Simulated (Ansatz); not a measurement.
**KF (Carobbiite) under changes of volume**

One of the cells (19.074 Å³/atom); the others are scaled copies at fixed shape and fractional positions:

```
K F
1.0
     0.00000    2.67185    2.67185
     2.67185    0.00000    2.67185
     2.67185    2.67185    0.00000
K F
1 1
Direct
  0.00000 0.00000 0.00000
  0.50000 0.50000 0.50000
```

| Property | Result |
| --- | --- |
| Program | Ansatz 0.2.0 |
| Functional | PBE-EpsX |
| Dispersion | D3(BJ)-ATM |
| Potentials or basis | Ansatz PAW |
| Cutoff | 420 eV (not typed: the program's choice for these potentials) |
| k mesh | 5 × 5 × 5 |
| Occupations | gaussian, width 0.1 eV |
| Spin | no spin polarisation |

| volume (Å³/atom) | energy over the lowest point (meV/atom) | gap on the mesh (eV) |
| --- | --- | --- |
| 17.929 | 21.06 | 12.13 |
| 18.311 | 13.22 | 12.04 |
| 18.692 | 7.38 | 11.95 |
| 19.074 | 3.35 | 11.87 |
| 19.455 | 0.96 | 11.79 |
| 19.837 | 0.00 | 11.71 |
| 20.218 | ? | ? |

Problem. What does the run at 20.218 Å³/atom give?

Solution. Energy over the lowest point 0.31 meV/atom; gap on the mesh 11.64 eV.

Worked out: A Birch-Murnaghan fit of order 3 (a polynomial in V^(-2/3)) to the other rows has its minimum at 19.92 Å³/atom, just outside them, with B0 = V·E''(V) = 28 GPa and B' = 4.5. It gives 0.37 meV/atom at 20.218 Å³/atom, against the run's 0.31. Pressures are left out, since they don't match the slope of the energies. A straight line through the other rows of the gap, of slope -4.14 eV per unit of ln V (its deformation potential), extrapolates to 11.63 eV, against the run's 11.64.

Energies are extrapolated to zero smearing.

Caveats: odd divisions of the mesh miss points on the zone boundary, where band edges often lie, so the gap on the mesh can be too wide; the PAW data sets come from PBE, with cores solved anew for the run's functional, which leaves a small shift of forces and pressure; the dispersion damping was fitted for another functional or another form of the correction; the thresholds are loose for stress.
